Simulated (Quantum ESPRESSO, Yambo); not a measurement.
An input for Yambo 5.3.0 (TePb (Fm-3m)):

```
HF_and_locXC
gw0
dyson
ppa
em1d
rim_cut
RandQpts= 1000000
RandGvec= 1 RL
EXXRLvcs= 88 Ry
VXCRLvcs= 352 Ry
Chimod= "HARTREE"
% BndsRnXp
 1 | 122 |
%
NGsBlkXp= 11 Ry
% LongDrXp
 1 | 1 | 1 |
%
% GbndRnge
 1 | 122 |
%
DysSolver= "n"
ExtendOut
PPAPntXp= 27.21138 eV
% QPkrange
 1 | 8 | 19 | 27 |
%
```

```sh
OMP_NUM_THREADS=1 mpirun -n 4 yambo -F gw1.in -J gw1 -C gw1 > gw1.log
```

The stored states that it reads are on a 4×4×4 mesh. Symmetry: Fm-3m, No. 225, cubic system. Conventional cell: a = 6.462 Å, b = 6.462 Å, c = 6.462 Å, α = 90.00°, β = 90.00°, γ = 90.00°. Nearest to Te lie 6 Pb at 3.23 Å. Pb has 6 Te at 3.23 Å nearest. Farther neighbours and most contacts between anions are not listed.

Q: Estimate wall time and host memory on 4 MPI ranks of Arm Neoverse V1, shared host.

It took 12 min; on shared hardware allow 6.2 min to 25 min. Peak host memory was 2.5 GiB.

The screening grows as filled bands × empty bands × pairs of k points, times the square of the screening basis for the matrix.

[Paths, hosts, dates, memory and timing lines, banners, echoed tables and standing remarks are left out of the program output.]

[Logs are printed without paths, hosts, clocks, repeated set-up lines and the standing remarks that a program may print on its own settings, such as how far it seeks lower states.]

[Runs of the session that timed out or met a known fault of the program may be left out.]

[Hosts, paths, dates, database ids (printed as entryN), source tags and the programs' standing remarks are cut or masked in the printed files.]
